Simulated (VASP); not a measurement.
Wanted: the native input for a VASP 6.6.1 run.

| Quantity | Value |
| --- | --- |
| Task | single point |
| Functional | PBEsol |
| Potentials or basis | VASP PAW PBE potentials, release 64 (Ta_pv, N) |
| Cutoff | 520 eV |
| k mesh | 7 × 7 × 7 |
| Occupations | gaussian, width 0.05 eV |
| Spin | collinear spin, ferromagnetic start |
| Starting moments | [0.5, 0.0] μB |
| Further INCAR settings | ALGO = Normal; EDIFF = 1e-06; NBANDS = 19 |

The structure of TaN lies in POSCAR:

```
TaN
1.0
    0.0000000000      2.4911437700      2.4911437700
    2.4911437700      0.0000000000      2.4911437700
    2.4911437700      2.4911437700      0.0000000000
Ta N
1 1
Direct
    0.0000000000      0.0000000000      0.0000000000
    0.2500000000      0.2500000000      0.2500000000
```

The cell comes from a database or a generator and needn't be the stable form of this composition.

These files were run (other wordings do the same):

INCAR

```
PREC = Accurate ; ENCUT = 520
EDIFF = 1E-6 ; ISMEAR = 0
SIGMA = 0.05 ; LREAL = F
LASPH = T ; NELM = 60
ALGO = Normal ; ISIF = 2
LWAVE = F ; LCHARG = T
ISPIN = 2 ; MAGMOM = 0.5 0
LORBIT = 11 ; LMAXMIX = 4
GGA = PS ; LELF = T
LVHAR = T ; NBANDS = 19
```

KPOINTS

```
regular mesh
0
Gamma
  7 7 7
```

Potentials or basis: VASP PAW PBE potentials, release 64 (Ta_pv, N).

Command:

```console
$ cat potpaw_PBE.64/Ta_pv/POTCAR potpaw_PBE.64/N/POTCAR > POTCAR
$ mpirun -np 1 vasp_std > vasp.out
```

It gave:

```
Pressure                                              : -30.5 GPa
Band gap on the k mesh                                : none (metal or under the smearing width)
Net moment                                            : 0.00 μB per cell
Valence electrons inside the program's atomic spheres : Ta 8.66; N 3.66
```

Caveat: a pressure of tens of GPa on the cell as given is suspect, and the run, the potentials or the cell itself is likely at fault; the PAW data sets were made with another functional, which shifts forces and pressure a little.

Run time: 13 s on 1 thread of Intel(R) Xeon(R) 6975P-C (Granite Rapids) (shared host), peak memory 0.18 GiB.
